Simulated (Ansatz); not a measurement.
# NaI under changes of volume

One of the cells (33.899 Å³/atom); the others are scaled copies at fixed shape and fractional positions:

```
CELL_PARAMETERS angstrom
0.00000 3.23640 3.23640
3.23640 0.00000 3.23640
3.23640 3.23640 0.00000
ATOMIC_POSITIONS crystal
I 0.50000 0.50000 0.50000
Na 0.00000 0.00000 0.00000
```

| Quantity | Value |
| --- | --- |
| Program | Ansatz 0.2.0 |
| Functional | LDA |
| Potentials or basis | all-electron LAPW, scalar-relativistic |
| Cutoff | 133 eV (chosen from the basis error) |
| Basis error allowed | 0.001 eV/atom |
| k mesh | 7 × 7 × 7 |
| Occupations | fermi-dirac, width 0.05 eV |
| Spin | no spin polarisation |

```csv
volume (Å³/atom),energy over the lowest point (meV/atom),pressure (GPa),gap on the mesh (eV)
31.865,0.00,-0.7,3.50
32.543,3.82,-1.1,3.44
33.221,?,?,?
33.899,15.37,-1.6,3.33
34.577,22.81,-1.9,3.28
35.255,31.16,-2.1,3.23
35.933,40.32,-2.2,3.19
```

What does the run at 33.221 Å³/atom give?

Energy over the lowest point 8.99 meV/atom; pressure -1.4 GPa; gap on the mesh 3.39 eV.

Worked out: A Birch-Murnaghan fit of order 3 (a polynomial in V^(-2/3)) to the other rows has no minimum within the range. It gives 9.00 meV/atom at 33.221 Å³/atom, against the run's 8.99, and -dE/dV = -1.4 GPa, against -1.4. A straight line through the other rows of the gap, of slope -2.6 eV per unit of ln V (its deformation potential), gives 3.39 eV, against the run's 3.39.

Energies are extrapolated to zero smearing.

Caveats: spin-orbit coupling is left out, which moves the levels of the heavy elements.
